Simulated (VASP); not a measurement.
# Sn (I4_1/amd) in VASP: a series of runs

The runs below take Sn through relaxation of cell and atoms, relaxation of shape and atoms at fixed volume, with AM05, PBE+D3(BJ).

Program: VASP 6.6.1. These are calculated values, not measurements. Logs are shortened: lines on timing, memory, paths and dates and some standing lists are left out, and cuts for length are marked.

**1. The structure**

The structure is tetragonal, space group I4_1/amd (No. 141). Conventional cell: a = 5.839 Å, b = 5.839 Å, c = 3.188 Å, α = 90.00°, β = 90.00°, γ = 90.00°. Sn (site symmetry -4m2) is surrounded by 6 Sn at 3.03 to 3.19 Å.

**2. Relaxation of cell and atoms, AM05**

The input, INCAR:

```
SYSTEM = Sn
PREC     = Accurate       ! precision mode
ENCUT    = 600            ! plane-wave cutoff, eV
EDIFF    = 1E-6           ! SCF threshold, eV
ISMEAR   = 0              ! smearing method
SIGMA    = 0.03           ! smearing width, eV
LREAL    = .False.        ! projectors in reciprocal space
LASPH    = .True.         ! aspherical terms in the spheres
NELM     = 80             ! most SCF steps
ALGO     = Normal         ! electronic algorithm
ISIF     = 3              ! what is computed and relaxed
LWAVE    = .False.        ! write WAVECAR
LCHARG   = .False.        ! write CHGCAR
GGA      = AM             ! functional
IBRION   = 2              ! ionic algorithm
NSW      = 90             ! ionic steps
EDIFFG   = -0.01          ! ionic threshold
```

The input, KPOINTS:

```
Automatic mesh
0
Gamma
  12 12 12
  0 0 0
```

The input, POSCAR:

```
Sn
1.0
   -2.9196440750      2.9196440750      1.5938000000
    2.9196440750     -2.9196440750      1.5938000000
    2.9196440750      2.9196440750     -1.5938000000
Sn
2
Direct
    0.0000000000      0.0000000000      0.0000000000
    0.7500000000      0.2500000000      0.5000000000
```

Potentials or basis: VASP PAW PBE potentials, release 64 (Sn_d).

Launch:

```bash
> cat potpaw_PBE.64/Sn_d/POTCAR > POTCAR
> mpirun -np 1 vasp_std > vasp.out
```

OUTCAR:

```text
SYSTEM = Sn
   PREC = Accurate
   ENCUT = 600
   EDIFF = 1E-6
   ISMEAR = 0
   LREAL = .False.
   LASPH = .True.
   NELM = 80
   ISIF = 3
   GGA = AM
   IBRION = 2
   NSW = 90
   EDIFFG = -0.01

 ion  position               nearest neighbor table
   1  0.000  0.000  0.000-   2 3.03   2 3.03   2 3.03   2 3.03
   2  0.750  0.250  0.500-   1 3.03   1 3.03   1 3.03   1 3.03

  LATTYP: Found a body centered tetragonal cell.
 ALAT       =     5.8392881500
 C/A-ratio  =     0.5458884573

  Lattice vectors:

 A1 = (  -2.9196440750,   2.9196440750,   1.5938000000)
 A2 = (   2.9196440750,  -2.9196440750,   1.5938000000)
 A3 = (   2.9196440750,   2.9196440750,  -1.5938000000)

Analysis of symmetry for initial positions (statically):
=====================================================================
 Subroutine PRICEL returns:
 Original cell was already a primitive cell.

 Routine SETGRP: Setting up the symmetry group for a
 body centered tetragonal supercell.

 Subroutine GETGRP returns: Found 16 space group operations
 (whereof  8 operations were pure point group operations)
 out of a pool of 16 trial point group operations.

The static configuration has the point symmetry D_2d.
 The point group associated with its full space group is D_4h.

Analysis of symmetry for dynamics (positions and initial velocities):
=====================================================================
 Subroutine PRICEL returns:
 Original cell was already a primitive cell.

 Routine SETGRP: Setting up the symmetry group for a
 body centered tetragonal supercell.

 Subroutine GETGRP returns: Found 16 space group operations
 (whereof  8 operations were pure point group operations)
 out of a pool of 16 trial point group operations.

The dynamic configuration has the point symmetry D_2d.
 The point group associated with its full space group is D_4h.

 Subroutine INISYM returns: Found 16 space group operations
 (whereof  8 operations are pure point group operations),
 and found     1 'primitive' translations

----------------------------------------------------------------------------------------

                                     Primitive cell

  volume of cell :      54.3443

  direct lattice vectors                    reciprocal lattice vectors
    -2.919644075  2.919644075  1.593800000     0.000000000  0.171253751  0.313715648
     2.919644075 -2.919644075  1.593800000     0.171253751  0.000000000  0.313715648
     2.919644075  2.919644075 -1.593800000     0.171253751  0.171253751  0.000000000

  length of vectors
     4.425928320  4.425928320  4.425928320     0.357414822  0.357414822  0.242189378

  position of ions in fractional coordinates (direct lattice)
     0.000000000  0.000000000  0.000000000
     0.750000000  0.250000000  0.500000000

  ion indices of the primitive-cell ions
   primitive index   ion index
                 1           1
                 2           2

----------------------------------------------------------------------------------------

 KPOINTS: Automatic mesh

Automatic generation of k-mesh.
 Grid dimensions read from file:
 generate k-points for:   12   12   12

 Generating k-lattice:

  Cartesian coordinates                     Fractional coordinates (reciprocal lattice)
     0.000000000  0.014271146  0.026142971     0.083333333 -0.000000000  0.000000000
     0.014271146  0.000000000  0.026142971    -0.000000000  0.083333333  0.000000000
     0.014271146  0.014271146  0.000000000     0.000000000  0.000000000  0.083333333

  Length of vectors
     0.029784569  0.029784569  0.020182448

  Shift w.r.t. Gamma in fractional coordinates (k-lattice)
     0.000000000  0.000000000  0.000000000

 Subroutine IBZKPT returns following result:
 ===========================================

 Found    163 irreducible k-points:

 Following reciprocal coordinates:
            Coordinates               Weight
  0.000000  0.000000  0.000000      1.000000
  0.083333  0.000000  0.000000      8.000000
  0.166667  0.000000 -0.000000      8.000000
  0.250000  0.000000  0.000000      8.000000
  0.333333  0.000000 -0.000000      8.000000
  0.416667  0.000000  0.000000      8.000000
[... 16 lines left out ...]
  0.500000  0.166667  0.000000     16.000000
 -0.416667  0.166667  0.000000     16.000000
 [... further k-points ...]
   k-points           NKPTS =    163   k-points in BZ     NKDIM =    163   number of bands    NBANDS=     18
   number of dos      NEDOS =    301   number of ions     NIONS =      2
   total plane-waves  NPLWV =  46656
   dimension x,y,z NGX =    36 NGY =   36 NGZ =   36
   dimension x,y,z NGXF=    72 NGYF=   72 NGZF=   72
   ions per type =               2
   NGX,Y,Z   is equivalent  to a cutoff of  13.52, 13.52, 13.52 a.u.
   NGXF,Y,Z  is equivalent  to a cutoff of  27.04, 27.04, 27.04 a.u.
 SYSTEM =  Sn
   PREC   = accura    normal or accurate (medium, high low for compatibility)
   ISTART =      0    job   : 0-new  1-cont  2-samecut
   ICHARG =      2    charge: 1-file 2-atom 10-const
   ISPIN  =      1    spin polarized calculation?
   LNONCOLLINEAR =      F non collinear calculations
   LSORBIT =      F    spin-orbit coupling
   LASPH  =      T    aspherical Exc in radial PAW
   ENCUT  =  600.0 eV  44.10 Ry    6.64 a.u.   8.84  8.84  8.84*2*pi/ulx,y,z
   NELM   =     80;   NELMIN=  2; NELMDL= -5     # of ELM steps
   EDIFF  = 0.1E-05   stopping-criterion for ELM
   LREAL  =      F    real-space projection
   EDIFFG = -.1E-01   stopping-criterion for IOM
   NSW    =     90    number of steps for IOM
   IBRION =      2    ionic relax: 0-MD 1-quasi-New 2-CG
   NFREE  =      1    steps in history (QN), initial steepest desc. (CG)
   ISIF   =      3    stress and relaxation
   ISYM   =      2    0-nonsym 1-usesym 2-fastsym
   POTIM  = 0.5000    time-step for ionic-motion
   TEBEG  =    0.0;   TEEND  =   0.0 temperature during run
   PSTRESS=    0.0 pullay stress
   NELECT =      28.0000    total number of electrons
   NUPDOWN=      -1.0000    fix difference up-down
   EMIN   =  10.00;   EMAX   =-10.00  energy-range for DOS
   EFERMI =   0.00;   METHOD = LEGACY
   ISMEAR =     0;   SIGMA  =   0.03  broadening in eV -4-tet -1-fermi 0-gaus
   EFERMI_NEDOS =   21; number of points for ismear=-14 and -15
   IALGO  =     38    algorithm
   IMIX   =      4    mixing-type and parameters
     AMIX     =   0.40;   BMIX     =  1.00
     AMIX_MAG =   1.60;   BMIX_MAG =  1.00
  volume/ion in A,a.u.               =      27.17       183.37
  Fermi-wavevector in a.u.,A,eV,Ry     =   1.312430  2.480134 23.435677  1.722474
  Thomas-Fermi vector in A             =   2.442823
   LORBIT       =      0    0 simple, 1 ext, 2 COOP (PROOUT), +10 PAW based schemes
   GGA     = AM    functional components
   LHFCALC =     F    Hartree Fock is set to
   AEXX    =    0.0000 exact exchange contribution
   IVDW    =     0    specifies the selected vdW correction
   LEPSILON=     F    determine dielectric tensor
   LRPA    =     F    only Hartree local field effects (RPA)
 conjugate gradient relaxation of ions
 non-spin polarized calculation
 Gauss-broadening in eV      SIGMA  =   0.03
  energy-cutoff  :      600.00
  volume of cell :       54.34
 maximum number of plane-waves:      1838
   NGX = 17   NGY = 17   NGZ = 17

--------------------------------------- Ionic step        1  -------------------------------------------

 number of electron      27.9999999 magnetization

 Free energy of the ion-electron system (eV)
  ---------------------------------------------------
  ext. energy  EPLUGINS =         0.00000000
  ---------------------------------------------------
  free energy    TOTEN  =        -7.94407696 eV

  energy without entropy =       -7.94346758  energy(sigma->0) =       -7.94377227

------------------------ aborting loop because EDIFF is reached ----------------------------------------

  FORCE on cell =-STRESS in cart. coord.  units (eV):
  Direction    XX          YY          ZZ          XY          YZ          ZX
  --------------------------------------------------------------------------------------
  -------------------------------------------------------------------------------------
  Total       -0.2017341     -0.2017341     -0.2843080      0.0000000      0.0000000      0.0000000
  in kB       -5.9475253     -5.9475253     -8.3819680      0.0000000      0.0000000      0.0000000
  external PRESSURE =      -6.7590062 kB  Pullay stress =       0.0000000 kB
[... 165 lines left out ...]
  energy  without entropy=       -7.9451829002  energy(sigma->0) =       -7.94545185

--------------------------------------- Ionic step        6  -------------------------------------------

 number of electron      28.0000005 magnetization

 Free energy of the ion-electron system (eV)
  ---------------------------------------------------
  ext. energy  EPLUGINS =         0.00000000
  ---------------------------------------------------
  free energy    TOTEN  =        -7.94574963 eV

  energy without entropy =       -7.94524915  energy(sigma->0) =       -7.94549939

 E-fermi :   8.0020     XC(G=0): -10.4734

 val. band max:        7.9896626515   @ k =  -0.1667  -0.1667   0.1667
 cond. band min:       8.0147754431   @ k =   0.2500   0.0833  -0.0000
 fundamental gap:      0.0251127915
 Fermi energy:         8.0020252704

 k-point     1 :       0.0000    0.0000    0.0000
  band No.  band energies     occupation
      1     -13.6067      2.00000
      2     -13.5227      2.00000
      3     -13.4789      2.00000
      4     -13.4668      2.00000
      5     -13.3077      2.00000
      6     -13.3077      2.00000
[... 10 lines left out ...]
     17      14.2666      0.00000
     18      14.9877      0.00000
[... 466 lines left out ...]
      2     -13.4456      2.00000
      3     -13.4303      2.00000
      4     -13.4064      2.00000
      5     -13.3607      2.00000
      6     -13.3329      2.00000
[... 10 lines left out ...]
     17      11.0135      0.00000
     18      13.4032      0.00000

 [... further k-points ...]
[... 5 lines left out ...]
  --------------------------------------------------------------------------------------
  -------------------------------------------------------------------------------------
  Total       -0.0002620     -0.0002620     -0.0080425      0.0000000      0.0000000      0.0000000
  in kB       -0.0078237     -0.0078237     -0.2401949      0.0000000      0.0000000      0.0000000
  external PRESSURE =      -0.0852808 kB  Pullay stress =       0.0000000 kB
[... 17 lines left out ...]
  FREE ENERGIE OF THE ION-ELECTRON SYSTEM (eV)
  ---------------------------------------------------
  free  energy   TOTEN  =        -7.9457496262 eV

  energy  without entropy=       -7.9452491478  energy(sigma->0) =       -7.94549939

 reached required accuracy - stopping structural energy minimisation
```

Wall time 5.5 min (1 thread of Intel Xeon Platinum 8375C at 2.90GHz (Ice Lake), shared host); peak memory 0.33 GiB.

Results:

```yaml
Free_energy: -7.9457 eV
Relaxed_volume: 26.82 Å³/atom
Relaxed_cell: a = 4.412 Å, b = 4.412 Å, c = 4.412 Å, α = 97.38°, β = 97.38°, γ = 137.99°
Space_group_after_relaxing_to_0.05_Å: I4_1/amd (No. 141)
Energy_gained_by_relaxing: 0.8 meV/atom
Ionic_steps: 6
Pressure_after_relaxing: 0.0 GPa
Band_gap_on_the_k_mesh: none (metal or under the smearing width)
```

The path:
| step | energy change (eV) | largest force (eV/Å) | pressure (GPa) | volume (Å³) |
| --- | --- | --- | --- | --- |
| 1 | 0.0000 | 0.0000 | -0.68 | 54.34 |
| 2 | -0.0014 | 0.0000 | 0.21 | 53.45 |
| 3 | -0.0015 | 0.0000 | 0.03 | 53.64 |
| 4 | -0.0015 | 0.0000 | 0.01 | 53.65 |
| 5 | -0.0016 | 0.0000 | -0.01 | 53.65 |
| 6 | -0.0017 | 0.0000 | -0.01 | 53.65 |

Final structure:
```
Sn
1.0
    -2.91218    2.91218    1.58139
     2.91218   -2.91218    1.58139
     2.91218    2.91218   -1.58139
Sn
2
Direct
  0.00000 0.00000 0.00000
  0.75000 0.25000 0.50000
```

Levels at points of the mesh, in eV from the Fermi level:
```tsv
k point	band 10	band 11	band 12	band 13	band 14	band 15	band 16	band 17	band 18
(0.00, 0.00, 0.00)	-21.10	-11.24	-3.64	-2.02	-2.02	2.88	6.26	6.26	6.99
(0.50, 0.00, 0.00)	-21.16	-6.93	-5.44	-2.32	-1.74	-1.15	2.20	2.88	4.73
(0.50, 0.50, 0.00)	-21.23	-8.97	-8.97	0.58	0.58	1.55	1.55	6.11	6.11
(0.50, 0.50, 0.50)	-21.29	-7.60	-7.60	-4.90	-4.90	5.13	5.13	9.47	9.47
```

Caveat: the PAW data sets were made with another functional, which shifts forces and pressure a little.

**3. Relaxation of cell and atoms, AM05**

This run uses another cell than the first one, of 26.82 Å³/atom, 0.987 times its volume.

Changes to INCAR since step 2:

```diff
@@ -3,3 +3,3 @@
 ENCUT    = 600            ! plane-wave cutoff, eV
-EDIFF    = 1E-6           ! SCF threshold, eV
+EDIFF    = 1E-7           ! SCF threshold, eV
 ISMEAR   = 0              ! smearing method
@@ -16,2 +16,2 @@
 NSW      = 90             ! ionic steps
-EDIFFG   = -0.01          ! ionic threshold
+EDIFFG   = -0.005         ! ionic threshold
```

KPOINTS is that of step 2.

The input, POSCAR:

```
Sn                                      
1.0
   -2.9121787185      2.9121787185      1.5813912786
    2.9121787185     -2.9121787185      1.5813912786
    2.9121787185      2.9121787185     -1.5813912786
  Sn            
     2
Direct
     0.0000000000000000    0.0000000000000000    0.0000000000000000
     0.7500000000000000    0.2500000000000000    0.5000000000000000
```

Potentials or basis: VASP PAW PBE potentials, release 64 (Sn_d).

Launch:

```bash
> cat potpaw_PBE.64/Sn_d/POTCAR > POTCAR
> mpirun -np 1 vasp_std > vasp.out
```

OUTCAR:

```text
SYSTEM = Sn
   PREC = Accurate
   ENCUT = 600
   EDIFF = 1E-7
   ISMEAR = 0
   LREAL = .False.
   LASPH = .True.
   NELM = 80
   ISIF = 3
   GGA = AM
   IBRION = 2
   NSW = 90
   EDIFFG = -0.005

 ion  position               nearest neighbor table
   1  0.000  0.000  0.000-   2 3.02   2 3.02   2 3.02   2 3.02   2 3.76   2 3.76   2 3.76   2 3.76

   2  0.750  0.250  0.500-   1 3.02   1 3.02   1 3.02   1 3.02   1 3.76   1 3.76   1 3.76   1 3.76

  LATTYP: Found a body centered tetragonal cell.
 ALAT       =     5.8243574370
 C/A-ratio  =     0.5430268646

  Lattice vectors:

 A1 = (  -2.9121787185,   2.9121787185,   1.5813912786)
 A2 = (   2.9121787185,  -2.9121787185,   1.5813912786)
 A3 = (   2.9121787185,   2.9121787185,  -1.5813912786)

[... 250 lines left out ...]
 number of electron      28.0000005 magnetization

 Free energy of the ion-electron system (eV)
  ---------------------------------------------------
  ext. energy  EPLUGINS =         0.00000000
  ---------------------------------------------------
  free energy    TOTEN  =        -7.94566394 eV

  energy without entropy =       -7.94516384  energy(sigma->0) =       -7.94541389

 E-fermi :   8.0045     XC(G=0): -10.4743

 val. band max:        7.9922105778   @ k =  -0.1667  -0.1667   0.1667
 cond. band min:       8.0174472141   @ k =   0.2500   0.0833  -0.0000
 fundamental gap:      0.0252366363
 Fermi energy:         8.0044683008

 k-point     1 :       0.0000    0.0000    0.0000
  band No.  band energies     occupation
      1     -13.6046      2.00000
      2     -13.5207      2.00000
      3     -13.4768      2.00000
      4     -13.4648      2.00000
      5     -13.3055      2.00000
      6     -13.3055      2.00000
[... 481 lines left out ...]
      5     -13.3586      2.00000
      6     -13.3308      2.00000
[... 10 lines left out ...]
     17      11.0161      0.00000
     18      13.4062      0.00000

 [... further k-points ...]
[... 5 lines left out ...]
  --------------------------------------------------------------------------------------
  -------------------------------------------------------------------------------------
  Total        0.0051224      0.0051224     -0.0011715      0.0000000      0.0000000      0.0000000
  in kB        0.1530137      0.1530137     -0.0349958      0.0000000      0.0000000      0.0000000
  external PRESSURE =       0.0903439 kB  Pullay stress =       0.0000000 kB
[... 17 lines left out ...]
  FREE ENERGIE OF THE ION-ELECTRON SYSTEM (eV)
  ---------------------------------------------------
  free  energy   TOTEN  =        -7.9456639351 eV

  energy  without entropy=       -7.9451638421  energy(sigma->0) =       -7.94541389

 reached required accuracy - stopping structural energy minimisation
```

OSZICAR:

```text
N       E                     dE             d eps       ncg     rms          rms(c)
DAV:   1     0.209178732039E+03    0.20918E+03   -0.16110E+04  5880   0.265E+03
DAV:   2     0.107444496967E+02   -0.19843E+03   -0.19621E+03  5872   0.474E+02
DAV:   3    -0.741536532618E+01   -0.18160E+02   -0.17972E+02  6712   0.144E+02
DAV:   4    -0.796327475668E+01   -0.54791E+00   -0.54672E+00  6788   0.269E+01
[... 17 lines left out ...]
DAV:   2    -0.794567642590E+01    0.47859E-04   -0.88193E-05  7120   0.165E-01    0.188E-02
DAV:   3    -0.794566490175E+01    0.11524E-04   -0.35190E-05  7692   0.997E-02    0.246E-03
DAV:   4    -0.794566408867E+01    0.81308E-06   -0.14107E-06  6518   0.157E-02    0.788E-04
DAV:   5    -0.794566396223E+01    0.12644E-06   -0.46802E-08  3146   0.288E-03    0.329E-04
DAV:   6    -0.794566393515E+01    0.27077E-07   -0.27077E-08  3046   0.257E-03
   3 F= -.79456639E+01 E0= -.79454139E+01  d E =0.417544E-07
```

CONTCAR:

```text
Sn
   1.00000000000000
    -2.9120308314729386    2.9120308314729386    1.5812528624545332
     2.9120308314729386   -2.9120308314729386    1.5812528624545332
     2.9120308314729386    2.9120308314729386   -1.5812528624545332
  Sn
     2
Direct
     0.0000000000000000    0.0000000000000000    0.0000000000000000
     0.7500000000000000    0.2500000000000000    0.5000000000000000

  0.00000000E+00  0.00000000E+00  0.00000000E+00
  0.00000000E+00  0.00000000E+00  0.00000000E+00
```

Wall time 3.1 min (1 thread of Intel Xeon Platinum 8375C at 2.90GHz (Ice Lake), shared host); peak memory 0.32 GiB.

What came out:

```
Free energy                            : -7.9457 eV
Relaxed volume                         : 26.82 Å³/atom
Relaxed cell                           : a = 4.411 Å, b = 4.411 Å, c = 4.411 Å, α = 97.38°, β = 97.38°, γ = 137.99°
Space group after relaxing (to 0.05 Å) : I4_1/amd (No. 141)
Energy gained by relaxing              : 0.0 meV/atom
Ionic steps                            : 3
Pressure after relaxing                : 0.0 GPa
Band gap on the k mesh                 : none (metal or under the smearing width)
```

Final structure:
```xyz
2
Lattice="-2.9120 2.9120 1.5813 2.9120 -2.9120 1.5813 2.9120 2.9120 -1.5813" Properties=species:S:1:pos:R:3 pbc="T T T"
Sn    0.0000    0.0000    0.0000
Sn    0.0000    2.9120    0.7906
```

Caveat: the PAW data sets were made with another functional, which shifts forces and pressure a little.

(Continued in part 2 of 2.)
